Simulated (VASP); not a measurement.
# How U changes GaCo, part 2 of 3

What does DFT+U do to GaCo? The start is a cell from a database of measured crystal structures.

VASP 6.6.1, plane waves and PAW; the level of theory is named at each step.

Still holding for the runs below: The k-mesh is coarse for a metal.

So far. Step 2 (Series over U, start order fm, U 0): Energy at zero smearing: -21.09791 eV.

## 3. Series over U, start order AFM, U 0

This step: PBE, spin-polarised from an antiferromagnetic start; plane waves and PAW (Ga, Co) (VASP 6.6.1).

The input, INCAR:

```
SYSTEM = GaCo
PREC = Accurate
ENCUT = 350
EDIFF = 1E-06
NELM = 150
ISMEAR = 1
SIGMA = 0.05
LREAL = .FALSE.
ALGO = Normal
GGA = PE
NBANDS = 21
ISPIN = 2
MAGMOM = 0 0 2 -2
LASPH = .TRUE.
LMAXMIX = 4
LORBIT = 11
LWAVE = .FALSE.
LCHARG = .FALSE.
AMIX = 0.2
BMIX = 1E-04
AMIX_MAG = 0.8
BMIX_MAG = 1E-04
NEDOS = 1200
```

The input, POSCAR:

```
GaCo
1.0
    2.8780000000      0.0000000000      0.0000000000
    0.0000000000      2.8780000000      0.0000000000
    0.0000000000      0.0000000000      5.7560000000
Ga Co
2 2
Direct
    0.5000000000      0.5000000000      0.2500000000
    0.5000000000      0.5000000000      0.7500000000
    0.0000000000      0.0000000000      0.0000000000
    0.0000000000      0.0000000000      0.5000000000
```

The input, KPOINTS:

```
Automatic mesh
0
Gamma
6 6 3
0 0 0
```

PAW data sets: Ga and Co (PBE family, release 64).

The run is started by

```bash
$ mpirun -np 1 vasp_std
```

Output:

```text
[... set-up lines as in an earlier step ...]
 entering main loop
       N       E                     dE             d eps       ncg     rms          rms(c)
DAV:   1     0.105747104686E+03    0.10575E+03   -0.79466E+03  1712   0.917E+02
DAV:   2    -0.181349806523E+02   -0.12388E+03   -0.11713E+03  1695   0.221E+02
DAV:   3    -0.226160587484E+02   -0.44811E+01   -0.43863E+01  2067   0.525E+01
DAV:   4    -0.226812362900E+02   -0.65178E-01   -0.65094E-01  2002   0.557E+00
DAV:   5    -0.226833271026E+02   -0.20908E-02   -0.20907E-02  2047   0.102E+00    0.154E+01
DAV:   6    -0.214005587686E+02    0.12828E+01   -0.90360E+00  1972   0.453E+01    0.779E+00
DAV:   7    -0.212114364609E+02    0.18912E+00   -0.81418E-01  2038   0.159E+01    0.537E+00
DAV:   8    -0.211301402991E+02    0.81296E-01   -0.27984E-01  2551   0.819E+00    0.214E+00
DAV:   9    -0.211146713720E+02    0.15469E-01   -0.45662E-02  1915   0.210E+00    0.100E+00
DAV:  10    -0.211090248309E+02    0.56465E-02   -0.72991E-03  1996   0.885E-01    0.346E-01
DAV:  11    -0.211096135054E+02   -0.58867E-03   -0.24068E-03  2193   0.572E-01    0.203E-01
DAV:  12    -0.211097641567E+02   -0.15065E-03   -0.20877E-03  2575   0.515E-01    0.864E-02
DAV:  13    -0.211097517941E+02    0.12363E-04   -0.22562E-04  2293   0.130E-01    0.317E-02
DAV:  14    -0.211097646563E+02   -0.12862E-04   -0.29389E-05  2372   0.528E-02    0.144E-02
DAV:  15    -0.211097686833E+02   -0.40270E-05   -0.10209E-05  2184   0.256E-02    0.673E-03
DAV:  16    -0.211097684572E+02    0.22612E-06   -0.53932E-06  1139   0.271E-02
   1 F= -.21109768E+02 E0= -.21109436E+02  d E =-.998709E-03  mag=     0.0000
```

Run time: 29 s. Hardware: 1 MPI rank of AMD EPYC 7R43, shared host; peak memory 0.12 GiB.

Parts of OUTCAR (step 3):

```text
The static configuration has the point symmetry D_4h.

 Found     20 irreducible k-points:

   NELECT =      24.0000    total number of electrons

 E-fermi :   7.4909

 spin component 1
 k-point     1 :       0.0000    0.0000    0.0000
  band No.  band energies     occupation
    ...
      8       5.8072      1.00000
      9       6.7248      1.00000
     10       6.8474      1.00000
     11       6.8474      1.00000
     12       6.9363      1.00000
     13       7.6984     -0.00000
     14      12.8301      0.00000
     15      12.8301      0.00000
     16      12.8312      0.00000
     17      18.3158      0.00000
    ...

 k-point     2 :       0.1667    0.0000    0.0000
  band No.  band energies     occupation
    ...
      8       5.9282      1.00000
      9       6.4768      1.00000
     10       6.5426      1.00000
     11       6.7466      1.00000
     12       6.8530      1.00000
     13       7.6793     -0.00000
     14      10.0972      0.00000
     15      13.7181      0.00000
     16      13.7193      0.00000
     17      14.3018      0.00000
    ...

 k-point     3 :       0.3333    0.0000    0.0000
  band No.  band energies     occupation
    ...
      9       6.0395      1.00000
     10       6.1716      1.00000
     11       6.4683      1.00000
     12       6.8670      1.00000
     13       7.4876      0.55614
     14       8.0074     -0.00000
     15      11.0297      0.00000
     16      12.3737      0.00000
     17      15.9415      0.00000
     18      15.9431      0.00000
    ...

 k-point     4 :       0.5000    0.0000    0.0000
  band No.  band energies     occupation
    ...
      9       5.8231      1.00000
     10       6.2931      1.00000
     11       6.3443      1.00000
     12       6.8770      1.00000
     13       7.1936      1.00000
     14       7.8298     -0.00000
     15       9.8850      0.00000
     16      10.7570      0.00000
     17      18.3157      0.00000
     18      18.3170      0.00000
    ...

  Total        0.3551048      0.3551048     -0.2312593      0.0000000     -0.0000000      0.0000000
  in kB       11.9334170     11.9334170     -7.7715463      0.0000000     -0.0000000      0.0000000
  external PRESSURE =       5.3650959 kB  Pullay stress =       0.0000000 kB

 POSITION                                       TOTAL-FORCE (eV/Angst)
 -----------------------------------------------------------------------------------
      1.43900      1.43900      1.43900         0.000000     -0.000000     -0.000000
      1.43900      1.43900      4.31700         0.000000     -0.000000     -0.000000
      0.00000      0.00000      0.00000         0.000000      0.000000     -0.000000
      0.00000      0.00000      2.87800         0.000000      0.000000      0.000000
 -----------------------------------------------------------------------------------
    total drift:                                0.000000      0.000000      0.000000

  FREE ENERGIE OF THE ION-ELECTRON SYSTEM (eV)
  ---------------------------------------------------
  free  energy   TOTEN  =       -21.1097684572 eV

  energy  without entropy=      -21.1087697482  energy(sigma->0) =      -21.10943555

 total charge
# of ion       s       p       d       tot
------------------------------------------
    1        1.070   1.362   0.229   2.661
    2        1.070   1.362   0.229   2.661
    3        0.388   0.448   7.497   8.334
    4        0.388   0.448   7.497   8.334
--------------------------------------------------
tot          2.916   3.620  15.454  21.990

 magnetization (x)
# of ion       s       p       d       tot
------------------------------------------
    1        0.000   0.000   0.000   0.000
    2        0.000   0.000   0.000   0.000
    3        0.002  -0.007   0.397   0.392
    4       -0.002   0.007  -0.397  -0.392
--------------------------------------------------
tot          0.000   0.000   0.000   0.000

[... 8 parts as in an earlier step ...]

[... 4 further parts left out ...]
```

The magnetic state follows from one typed start and may not be the lowest.

Numbers from this step:

```
free energy (TOTEN)     : -21.11 eV
energy at zero smearing : -21.11 eV
Fermi energy            : 7.491 eV
DOS at the Fermi level  : 3.204 states/eV/cell
```

Spin moment in the PAW sphere by atom:

| atom | spin moment in the PAW sphere (μB) |
| --- | --- |
| Ga1 | 0.000 |
| Ga2 | 0.000 |
| Co3 | 0.392 |
| Co4 | -0.392 |

The density of states has structure finer than the step of the table below, so its rows give means over 1 eV, whole bins alone (the curve runs from -12.0 to 7.94 eV). Peaks (eV: height): total up -1.6: 4.52, -1.0: 7.05, -0.8: 5.96, 5.5: 4.34; total down -1.6: 4.52, -1.0: 7.05, -0.8: 5.96, 5.5: 4.34; Ga s up -9.4: 0.815, -8.9: 1.17, -7.7: 1.20, -6.3: 1.26; Ga s down -9.4: 0.815, -8.9: 1.17, -7.7: 1.20, -6.3: 1.26; Ga p up -4.4: 1.15, -3.0: 1.18, -2.8: 1.12, 5.5: 1.45.

Means over bins of 0.074 eV. Density of states against energy, zero at the Fermi level; means over each step; 7 of 14 lines; values in states/eV/cell:

| energy (eV) | total up | total down | Ga s up | Ga s down | Ga p up | Ga p down | Ga d up |
| --- | --- | --- | --- | --- | --- | --- | --- |
| -11 | 0.171 | 0.171 | 0.0925 | 0.0925 | 0.00673 | 0.00673 | 7.9e-5 |
| -10 | 0.162 | 0.162 | 0.0832 | 0.0832 | 0.0124 | 0.0124 | 4.4e-4 |
| -9 | 0.459 | 0.459 | 0.223 | 0.223 | 0.0468 | 0.0468 | 0.00203 |
| -8 | 0.482 | 0.482 | 0.247 | 0.247 | 0.0499 | 0.0499 | 0.00560 |
| -7 | 0.326 | 0.326 | 0.164 | 0.164 | 0.0349 | 0.0349 | 0.00502 |
| -6 | 0.590 | 0.590 | 0.177 | 0.177 | 0.131 | 0.131 | 0.00807 |
| -5 | 0.275 | 0.275 | 0.0438 | 0.0438 | 0.0772 | 0.0772 | 0.00360 |
| -4 | 1.07 | 1.07 | 0.0483 | 0.0483 | 0.335 | 0.335 | 0.0244 |
| -3 | 1.70 | 1.70 | 0.0134 | 0.0134 | 0.393 | 0.393 | 0.0387 |
| -2 | 2.51 | 2.51 | 0.00166 | 0.00166 | 0.159 | 0.159 | 0.0466 |
| -1 | 4.02 | 4.02 | 0.00525 | 0.00525 | 0.111 | 0.111 | 0.0881 |
| 0 | 0.947 | 0.947 | 0.00296 | 0.00296 | 0.0610 | 0.0610 | 0.0137 |
| 1 | 1.03 | 1.03 | 0.0346 | 0.0346 | 0.141 | 0.141 | 0.0269 |
| 2 | 0.261 | 0.261 | 0.0651 | 0.0651 | 0.0212 | 0.0212 | 0.0142 |
| 3 | 0.955 | 0.955 | 0.178 | 0.178 | 0.173 | 0.173 | 0.0601 |
| 4 | 0.729 | 0.729 | 0.117 | 0.117 | 0.163 | 0.163 | 0.0484 |
| 5 | 0.932 | 0.932 | 0.0442 | 0.0442 | 0.234 | 0.234 | 0.122 |
| 6 | 0.523 | 0.523 | 0.0332 | 0.0332 | 0.170 | 0.170 | 0.0558 |
| 7 | 0.910 | 0.910 | 0.0751 | 0.0751 | 0.316 | 0.316 | 0.0963 |

Energy at zero smearing: -21.10944 eV.

## 4. Series over U, start order fm, U 3

This step: PBE, DFT+U (Co d 3 eV), spin-polarised from a ferromagnetic start; plane waves and PAW (Ga, Co) (VASP 6.6.1).

INCAR: that of step 3 with these lines changed.

```diff
@@ -12,3 +12,9 @@
 ISPIN = 2
-MAGMOM = 0 0 2 -2
+MAGMOM = 0 0 2 2
+LDAU = .TRUE.
+LDAUTYPE = 2
+LDAUL = -1 2
+LDAUU = 0 3
+LDAUJ = 0 0
+LDAUPRINT = 1
 LASPH = .TRUE.
```

POSCAR is that of step 3.

KPOINTS is that of step 3.

The run is started by

```bash
$ mpirun -np 1 vasp_std
```

Output:

```text
[... set-up lines as in an earlier step ...]
 entering main loop
       N       E                     dE             d eps       ncg     rms          rms(c)
DAV:   1     0.111346323513E+03    0.11135E+03   -0.80562E+03  1712   0.929E+02
DAV:   2    -0.120459937931E+02   -0.12339E+03   -0.11686E+03  1695   0.220E+02
DAV:   3    -0.166359043545E+02   -0.45899E+01   -0.45073E+01  2033   0.542E+01
DAV:   4    -0.166986889476E+02   -0.62785E-01   -0.61566E-01  2005   0.559E+00
[...]
DAV:  15    -0.159134043920E+02   -0.96921E-05   -0.22368E-05  2186   0.441E-02    0.133E-02
DAV:  16    -0.159134083582E+02   -0.39661E-05   -0.49736E-06  1558   0.221E-02    0.743E-03
DAV:  17    -0.159134078918E+02    0.46632E-06   -0.15018E-06  1069   0.104E-02
   1 F= -.15913408E+02 E0= -.15913369E+02  d E =-.116085E-03  mag=     1.0843
```

It took 29 s on 1 MPI rank; peak memory 0.12 GiB.

From OUTCAR (step 4):

```text
  Total       -0.2722743     -0.2722743     -0.2700465      0.0000000     -0.0000000     -0.0000000
  in kB       -9.1498700     -9.1498700     -9.0750036      0.0000000     -0.0000000     -0.0000000
  external PRESSURE =      -9.1249146 kB  Pullay stress =       0.0000000 kB

 POSITION                                       TOTAL-FORCE (eV/Angst)
 -----------------------------------------------------------------------------------
      1.43900      1.43900      1.43900         0.000000     -0.000000      0.000000
      1.43900      1.43900      4.31700         0.000000     -0.000000      0.000000
      0.00000      0.00000      0.00000        -0.000000      0.000000      0.000000
      0.00000      0.00000      2.87800        -0.000000      0.000000      0.000000
 -----------------------------------------------------------------------------------
    total drift:                                0.000000      0.000000      0.000000

  FREE ENERGIE OF THE ION-ELECTRON SYSTEM (eV)
  ---------------------------------------------------
  free  energy   TOTEN  =       -15.9134078918 eV

  energy  without entropy=      -15.9132918064  energy(sigma->0) =      -15.91336920

 magnetization (x)
# of ion       s       p       d       tot
------------------------------------------
    1       -0.011  -0.068  -0.028  -0.107
    2       -0.011  -0.068  -0.028  -0.107
    3       -0.005  -0.030   0.726   0.691
    4       -0.005  -0.030   0.726   0.691
--------------------------------------------------
tot         -0.032  -0.196   1.397   1.169

[... 2 parts as in an earlier step ...]

[... 1 further part left out ...]
[key lines of the parts left out:]
E-fermi :   7.2586
```

A U on the itinerant d states of such a compound is hard to justify; it moves the bands at the Fermi level and favours large moments.

Energy at zero smearing: -15.91337 eV.

## 5. Series over U, start order AFM, U 3

This step: PBE, DFT+U (Co d 3 eV), spin-polarised from an antiferromagnetic start; plane waves and PAW (Ga, Co) (VASP 6.6.1).

INCAR: that of step 4 with these lines changed.

```diff
@@ -12,3 +12,3 @@
 ISPIN = 2
-MAGMOM = 0 0 2 2
+MAGMOM = 0 0 2 -2
 LDAU = .TRUE.
```

POSCAR is that of step 4.

KPOINTS is that of step 4.

The run is started by

```bash
$ mpirun -np 1 vasp_std
```

Output:

```text
[... set-up lines as in an earlier step ...]
 entering main loop
       N       E                     dE             d eps       ncg     rms          rms(c)
DAV:   1     0.111794293840E+03    0.11179E+03   -0.80254E+03  1712   0.922E+02
DAV:   2    -0.119355312626E+02   -0.12373E+03   -0.11735E+03  1695   0.220E+02
DAV:   3    -0.167459789831E+02   -0.48104E+01   -0.47295E+01  2046   0.560E+01
DAV:   4    -0.168118803424E+02   -0.65901E-01   -0.65864E-01  1997   0.566E+00
[...]
DAV:  16    -0.159962632307E+02   -0.15147E-05   -0.21932E-05  2175   0.579E-02    0.783E-03
DAV:  17    -0.159962671651E+02   -0.39344E-05   -0.18955E-05  2046   0.388E-02    0.335E-03
DAV:  18    -0.159962675865E+02   -0.42142E-06   -0.13827E-06  1274   0.115E-02
   1 F= -.15996268E+02 E0= -.15996082E+02  d E =-.557447E-03  mag=     0.0000
```

It took 31 s on 1 MPI rank; peak memory 0.12 GiB.

From OUTCAR (step 5):

```text
  Total        0.2356777      0.2356777     -1.3229474      0.0000000      0.0000000      0.0000000
  in kB        7.9200273      7.9200273    -44.4580903      0.0000000      0.0000000      0.0000000
  external PRESSURE =      -9.5393453 kB  Pullay stress =       0.0000000 kB

 POSITION                                       TOTAL-FORCE (eV/Angst)
 -----------------------------------------------------------------------------------
      1.43900      1.43900      1.43900         0.000000     -0.000000      0.000000
      1.43900      1.43900      4.31700         0.000000     -0.000000      0.000000
      0.00000      0.00000      0.00000        -0.000000      0.000000      0.000000
      0.00000      0.00000      2.87800        -0.000000      0.000000     -0.000000
 -----------------------------------------------------------------------------------
    total drift:                                0.000000      0.000000      0.000000

  FREE ENERGIE OF THE ION-ELECTRON SYSTEM (eV)
  ---------------------------------------------------
  free  energy   TOTEN  =       -15.9962675865 eV

  energy  without entropy=      -15.9957101397  energy(sigma->0) =      -15.99608177

 magnetization (x)
# of ion       s       p       d       tot
------------------------------------------
    1        0.000   0.000   0.000   0.000
    2        0.000   0.000   0.000   0.000
    3       -0.000  -0.019   0.834   0.815
    4        0.000   0.019  -0.834  -0.815
--------------------------------------------------
tot          0.000   0.000  -0.000  -0.000

[... 2 parts as in an earlier step ...]

[... 1 further part left out ...]
[key lines of the parts left out:]
E-fermi :   7.3059
```

Energy at zero smearing: -15.99608 eV.

The run ends at a pressure of -0.95 GPa.

## 6. Series over U, start order fm, U 4

This step: PBE, DFT+U (Co d 4 eV), spin-polarised from a ferromagnetic start; plane waves and PAW (Ga, Co) (VASP 6.6.1).

INCAR: that of step 5 with these lines changed.

```diff
@@ -12,3 +12,3 @@
 ISPIN = 2
-MAGMOM = 0 0 2 -2
+MAGMOM = 0 0 2 2
 LDAU = .TRUE.
@@ -16,3 +16,3 @@
 LDAUL = -1 2
-LDAUU = 0 3
+LDAUU = 0 4
 LDAUJ = 0 0
```

POSCAR is that of step 5.

KPOINTS is that of step 5.

The run is started by

```bash
$ mpirun -np 1 vasp_std
```

Output:

```text
[... set-up lines as in an earlier step ...]
 entering main loop
       N       E                     dE             d eps       ncg     rms          rms(c)
DAV:   1     0.113086766009E+03    0.11309E+03   -0.80846E+03  1712   0.931E+02
DAV:   2    -0.101308738853E+02   -0.12322E+03   -0.11647E+03  1695   0.220E+02
DAV:   3    -0.148443376505E+02   -0.47135E+01   -0.46289E+01  2023   0.553E+01
DAV:   4    -0.149066747964E+02   -0.62337E-01   -0.61791E-01  2005   0.565E+00
[...]
DAV:  17    -0.143594560907E+02   -0.13809E-04   -0.20393E-05  2077   0.352E-02    0.177E-02
DAV:  18    -0.143594611900E+02   -0.50993E-05   -0.13412E-05  2016   0.356E-02    0.767E-03
DAV:  19    -0.143594602150E+02    0.97494E-06   -0.14750E-06  1025   0.982E-03
   1 F= -.14359460E+02 E0= -.14359064E+02  d E =-.118739E-02  mag=     1.7590
```

Elapsed: 34 s, on 1 MPI rank; peak memory 0.12 GiB.

Parts of OUTCAR (step 6):

```text
  Total        0.8356450      0.8356450      0.8649603      0.0000000     -0.0000000      0.0000000
  in kB       28.0821305     28.0821305     29.0672786      0.0000000     -0.0000000      0.0000000
  external PRESSURE =      28.4105132 kB  Pullay stress =       0.0000000 kB

 POSITION                                       TOTAL-FORCE (eV/Angst)
 -----------------------------------------------------------------------------------
      1.43900      1.43900      1.43900        -0.000000      0.000000     -0.000000
      1.43900      1.43900      4.31700        -0.000000      0.000000     -0.000000
      0.00000      0.00000      0.00000         0.000000     -0.000000     -0.000000
      0.00000      0.00000      2.87800         0.000000     -0.000000      0.000000
 -----------------------------------------------------------------------------------
    total drift:                               -0.000000      0.000000      0.000000

  FREE ENERGIE OF THE ION-ELECTRON SYSTEM (eV)
  ---------------------------------------------------
  free  energy   TOTEN  =       -14.3594602150 eV

  energy  without entropy=      -14.3582728276  energy(sigma->0) =      -14.35906442

 magnetization (x)
# of ion       s       p       d       tot
------------------------------------------
    1       -0.012  -0.063  -0.034  -0.109
    2       -0.012  -0.063  -0.034  -0.109
    3       -0.005  -0.025   1.062   1.032
    4       -0.005  -0.025   1.062   1.032
--------------------------------------------------
tot         -0.033  -0.176   2.056   1.847

[... 2 parts as in an earlier step ...]

[... 1 further part left out ...]
[key lines of the parts left out:]
E-fermi :   7.1601
```

Energy at zero smearing: -14.35906 eV.

The run ends at a pressure of 2.84 GPa.

## 7. Series over U, start order AFM, U 4

This step: PBE, DFT+U (Co d 4 eV), spin-polarised from an antiferromagnetic start; plane waves and PAW (Ga, Co) (VASP 6.6.1).

INCAR: that of step 6 with these lines changed.

```diff
@@ -12,3 +12,3 @@
 ISPIN = 2
-MAGMOM = 0 0 2 2
+MAGMOM = 0 0 2 -2
 LDAU = .TRUE.
```

POSCAR is that of step 6.

KPOINTS is that of step 6.

The run is started by

```bash
$ mpirun -np 1 vasp_std
```

Output:

```text
[... set-up lines as in an earlier step ...]
 entering main loop
       N       E                     dE             d eps       ncg     rms          rms(c)
DAV:   1     0.113678252173E+03    0.11368E+03   -0.80526E+03  1712   0.923E+02
DAV:   2    -0.995247800494E+01   -0.12363E+03   -0.11737E+03  1695   0.220E+02
DAV:   3    -0.149207782082E+02   -0.49683E+01   -0.48898E+01  2038   0.574E+01
DAV:   4    -0.149880805847E+02   -0.67302E-01   -0.66591E-01  2031   0.577E+00
[...]
DAV:  37    -0.146045540861E+02   -0.43589E-05   -0.20415E-06  1155   0.186E-02    0.118E-02
DAV:  38    -0.146045575824E+02   -0.34963E-05   -0.66958E-06  1628   0.271E-02    0.473E-03
DAV:  39    -0.146045576825E+02   -0.10010E-06   -0.67090E-06  1453   0.232E-02
   1 F= -.14604558E+02 E0= -.14604272E+02  d E =-.855753E-03  mag=     0.0000
```

Elapsed: 74 s, on 1 MPI rank; peak memory 0.12 GiB.

OUTCAR, selected parts (step 7):

```text
  Total        2.7678245      2.7678245      2.2975124      0.0000000      0.0000000      0.0000000
  in kB       93.0136663     93.0136663     77.2086712      0.0000000      0.0000000      0.0000000
  external PRESSURE =      87.7453346 kB  Pullay stress =       0.0000000 kB

 POSITION                                       TOTAL-FORCE (eV/Angst)
 -----------------------------------------------------------------------------------
      1.43900      1.43900      1.43900         0.000000      0.000000      0.000000
      1.43900      1.43900      4.31700         0.000000      0.000000      0.000000
      0.00000      0.00000      0.00000         0.000000     -0.000000      0.000000
      0.00000      0.00000      2.87800         0.000000     -0.000000     -0.000000
 -----------------------------------------------------------------------------------
    total drift:                                0.000000      0.000000      0.000000

  FREE ENERGIE OF THE ION-ELECTRON SYSTEM (eV)
  ---------------------------------------------------
  free  energy   TOTEN  =       -14.6045576825 eV

  energy  without entropy=      -14.6037019295  energy(sigma->0) =      -14.60427243

 magnetization (x)
# of ion       s       p       d       tot
------------------------------------------
    1        0.000   0.000   0.000   0.000
    2        0.000   0.000   0.000   0.000
    3        0.010  -0.007   1.373   1.377
    4       -0.010   0.007  -1.373  -1.377
--------------------------------------------------
tot          0.000   0.000   0.000   0.000

[... 2 parts as in an earlier step ...]

[... 1 further part left out ...]
[key lines of the parts left out:]
E-fermi :   7.6960
```

Spin moment in the PAW sphere by atom:

| atom | spin moment in the PAW sphere (μB) |
| --- | --- |
| Ga1 | 0.00 |
| Ga2 | 0.00 |
| Co3 | 1.38 |
| Co4 | -1.38 |

Energy at zero smearing: -14.60427 eV.

The run ends at a pressure of 8.77 GPa.

(Continued in part 3 of 3.)

[Lines on the potential files, build, host, timing and source positions are cut from VASP's logs without a mark.]

[Logs are printed without paths, hosts, clocks, repeated set-up lines and the standing remarks that a program may print on its own settings, such as how far it seeks lower states.]

[Hosts, paths, dates, database ids (printed as entryN), source tags and the programs' standing remarks are cut or masked in the printed files.]

[In band tables of VASP the shares of atoms and orbitals are scaled to a sum of 1 inside the atoms' spheres.]

[Runs that stopped without an error message from VASP are left out.]
